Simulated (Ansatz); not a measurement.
Rocksalt RbBr, relaxed with r2SCAN in Ansatz 0.2.0: the symmetry is Fm-3m (No. 225, cubic); conventional cell a = 6.922 Å, 41.45 Å³ an atom. Rb is surrounded by 6 Br at 3.46 Å; Br is surrounded by 6 Rb at 3.46 Å. The cell was then strained (x, y and z are the cube axes), with the atoms relaxed again; stress is positive in compression. Spin-unpolarised throughout; all numbers are computed.

- Uniaxial -1.39 % along x, other directions held: r2SCAN's stress changes by +0.53 GPa along the strain and +0.06 GPa across it.
- Isotropic +1.98 % on every length: the pressure changes by -0.72 GPa, and the HSE06 gap (Γ) goes from 5.443 to 5.289 eV.
- Epitaxial strain of +1.0 % in the (001) plane: the free normal strain is -0.17 % and the in-plane stress changes by -0.35 GPa.
- Uniaxial strain of -0.71 % along [111], atoms relaxed: the xy stress changes by +0.018 GPa.

(1) Estimate C₁₁, C₁₂ and the bulk modulus from the uniaxial step.

(2) What bulk modulus does the isotropic step give?

(3) Give the volume deformation potential of that gap and its pressure coefficient.

(4) What do the film's normal strain and stress say about the elastic constants?

(5) How much elastic energy does the film store, with 41.45 Å³ an atom?

(6) Estimate C₄₄.

## Answers

(1) With compression positive, C₁₁ ≈ −Δσ∥/ε = (-0.53)/(-0.0139) = 38 GPa and C₁₂ ≈ (-0.06)/(-0.0139) = 4 GPa; B = (C₁₁ + 2C₁₂)/3 = 16 GPa. A one-sided step carries third-order terms: it reads high by some per cent.

(2) Δ ln V = 3 ln(1.0198) = +0.0588, so B ≈ −ΔP/Δ ln V = 12 GPa, against 16 GPa from C₁₁ and C₁₂; one-sided steps of finite size carry third-order terms.

(3) a_V = ΔE_g/Δ ln V = (-0.154)/(+0.0588) = -2.62 eV; dE_g/dP = −a_V/B = +214 meV/GPa, with HSE06's gap and r2SCAN's modulus.

(4) ε⊥/ε∥ = (-0.0017)/(+0.0100) = -0.17, which linear elasticity sets to −2C₁₂/C₁₁ = -0.23 from the uniaxial step. The biaxial modulus is M = −Δσ/ε∥ = 35 GPa (C₁₁ + C₁₂ − 2C₁₂²/C₁₁ = 41 GPa).

(5) u = M ε∥² = −Δσ ε∥ = +0.35 × (+0.0100) = 0.0035 GPa, and 1 GPa Å³ is 6.2415 meV: 0.91 meV an atom. The total energies of the two runs differ by 0.81 meV an atom.

(6) A strain ε along [111] has ε_xy = ε/3 = -0.00237, an engineering shear of 2ε/3, so C₄₄ ≈ −Δσ_xy/(2ε/3) = 4 GPa, atoms relaxed.

Spin-orbit coupling is left out.

The meshes of the hybrids are coarse, so their gaps aren't converged to the digits shown.
